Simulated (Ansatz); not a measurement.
## ZnS: levels along high-symmetry lines

```yaml
crystal:
  lattice:
    - [0.00000, 2.70465, 2.70465]
    - [2.70465, 0.00000, 2.70465]
    - [2.70465, 2.70465, 0.00000]
  atoms:
    - { symbol: Zn, position: [0.00000, 0.00000, 0.00000] }
    - { symbol: S, position: [0.75000, 0.75000, 0.75000] }
```

Atoms are numbered in the order listed.

The cell is COD entry 9000107, as deposited and not checked against the literature; nothing was relaxed.

These are results of DFT, PBEsol, all-electron LAPW, scalar-relativistic in Ansatz 0.2.0, not measurements.

Sampling and basis: a Γ-centred 8×8×8 k mesh, Fermi–Dirac smearing of 0.01 eV, basis error target 0.25 meV/atom, no spin polarisation.

Points in fractions of the reciprocal vectors of this cell: Γ (0, 0, 0), X (-0.5, -0.5, 0), U (-0.375, -0.375, 0.25), K (-0.375, 0, 0.375), L (0, 0, 0.5), W (-0.5, -0.25, 0.25). The path joins them by straight lines in the order Γ–X–U–K–Γ–L–W–X; legs that retrace an earlier one aren't tabulated. Energies are in eV from the top of the valence band.

(1) List the levels at K between -5 and 5 eV.

(2) List the levels at W between -5 and 5 eV.

(3) List the levels at L between -5 and 5 eV.

(4) What is the band gap?

Results:

(1) -4.65, -3.15, -1.82, 3.99.

(2) -4.62, -2.78, -2.74.

(3) -0.87 (×2), 3.18.

(4) 1.96 eV, direct at Γ.
